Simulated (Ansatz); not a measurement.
**C: band gap under strain**

Aim: follow the gap of C (diamond) through these states: no strain; -2.0 % shear in the xy plane; -5.0 % strain along z alone. The table at the end shows which levels were run.

Code: Ansatz 0.2.0. PAW datasets, plane waves. No spin polarisation and no zero-point or thermal motion.

## (1) The system as given

The unstrained cell was relaxed with r2SCAN; in each strained cell the atoms were relaxed again with r2SCAN. Names of k-points are those of the unstrained zone, where strain can split equivalent points. First state: no strain.

The symmetry is Fd-3m (No. 227, cubic); a = 3.560 Å in the conventional setting, 5.64 Å³ an atom. Near C stand 4 C at 1.54 Å.

Coordinates:

Space group Fd-3m:1 (No. 227). a = 3.560 Å, b = 3.560 Å, c = 3.560 Å, α = 90.00°, β = 90.00°, γ = 90.00°
```tsv
atom	site	symmetry	x	y	z
C	8b	-43m	0.0000	0.0000	0.5000
```

## (2) No strain: PBE

input.yaml

```yaml
crystal:
  lattice:
    - [0.0, 1.7801241434, 1.7801241434]
    - [1.7801241434, 0.0, 1.7801241434]
    - [1.7801241434, 1.7801241434, 0.0]
  atoms:
    - { symbol: C, position: [0.0, 0.0, 0.0] }
    - { symbol: C, position: [0.25, 0.25, 0.25] }
kpoints:
  mp_grid: { grid: [12, 12, 12] }
  band_path:
    path:
      - [0.0, 0.0, 0.0]
      - [0.5, 0.0, 0.5]
      - [0.625, 0.25, 0.625]
      - [0.375, 0.375, 0.75]
      - [0.5, 0.5, 0.5]
      - [0.5, 0.25, 0.75]
      - [0.35, 0.0, 0.35]
    npoints: 1
hamiltonian:
  xc: pbe
scf:
  occupations: { method: fermi_dirac, width: 0.02 }
  n_extra_bands: 4
output:
  forces: true
  stress: true
  eigenvalues: true
```

After this run come: No strain: r2SCAN; No strain: HSE06; No strain: G0W0@PBE; -2.0 % shear in the xy plane: PBE; -2.0 % shear in the xy plane: r2SCAN; -2.0 % shear in the xy plane: HSE06; -2.0 % shear in the xy plane: G0W0@PBE; -5.0 % strain along z alone: PBE; -5.0 % strain along z alone: r2SCAN; -5.0 % strain along z alone: HSE06; -5.0 % strain along z alone: G0W0@PBE.

What does the calculation give?

As calculated:

Least gap in eV (negative: overlap), with the change from the unstrained cell in brackets. G0W0 is on its own coarse mesh.

| state | volume change (%) | PBE | r2SCAN | HSE06 | G0W0 |
| --- | --- | --- | --- | --- | --- |
| no strain | +0.0 | 4.15 | 4.37 | 5.30 | 5.47 |
| -2.0 % shear in the xy plane | -0.0 | 4.12 (-0.03) | 4.33 (-0.04) | 5.24 (-0.06) | 5.41 (-0.06) |
| -5.0 % strain along z alone | -5.0 | 2.97 (-1.18) | 3.12 (-1.25) | 4.02 (-1.28) | 4.25 (-1.22) |

What this shows: With HSE06, of the states in the table -5.0 % strain along z alone shifts the gap most, by -1.276 eV. PBE and HSE06 differ by 1.15 eV on the unstrained gap, and by at most 0.10 eV on its change: the two disagree on the size of the gap but agree on its response to strain. The G0W0 figures hold for the stated bands, cutoff and mesh and aren't extrapolated.
